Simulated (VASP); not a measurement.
**Lu: relaxation of shape and atoms at fixed volume with PBE+D3(BJ)**

The system is Lu.

```
Lu
1.0
     3.53192    0.00000    0.00000
    -1.76596    3.05873    0.00000
     0.00000    0.00000    5.49549
Lu
2
Direct
  0.33333 0.66667 0.25000
  0.66667 0.33333 0.75000
```

The cell isn't the ideal one: a relaxed cell with its volume scaled by 1.06.

- Program: VASP 6.6.1
- Task: relaxation of shape and atoms at fixed volume
- Functional: PBE
- Dispersion: D3(BJ)
- Potentials or basis: VASP PAW PBE potentials, release 64 (Lu)
- Cutoff: 600 eV
- k mesh: 12 × 12 × 7
- Occupations: methfessel-paxton, width 0.1 eV
- Spin: no spin polarisation
- Further INCAR settings: ALGO = Normal; EDIFF = 1e-07; IBRION = 2; EDIFFG = -0.01; NSW = 40; ISIF = 4

| Property | Result |
| --- | --- |
| Pressure after relaxing | -2.7 GPa |
| Band gap on the k mesh | none (metal or under the smearing width) |
| Dispersion energy per atom | -0.346 eV |

Final structure:
```
Lu
1.0
     3.53192    0.00000    0.00000
    -1.76596    3.05873    0.00000
     0.00000    0.00000    5.49549
Lu
2
Cartesian
  0.0000 2.0392 1.3739
  1.7660 1.0196 4.1216
```

Levels at points of the mesh, in eV from the Fermi level:
```csv
k point,band 21,band 22,band 23,band 24,band 25,band 26,band 27,band 28,band 29,band 30
"(0.00, 0.00, 0.00)",-4.93,-4.91,-4.91,-2.35,0.63,2.16,2.16,2.62,2.89,2.89
"(0.50, 0.00, 0.00)",-4.93,-4.91,-2.35,-1.37,-0.80,-0.39,1.58,1.82,2.37,6.01
```

It took 2.5 min on 1 thread of Intel(R) Xeon(R) Platinum 8488C (Sapphire Rapids), with other jobs on the host, peak memory 0.3 GiB.

Caveat: the relaxation stopped at its first step, so nothing moved; pairwise dispersion overbinds metals, which lowers pressure and volume. The run has no spin-orbit coupling, so splittings on Lu are missing.
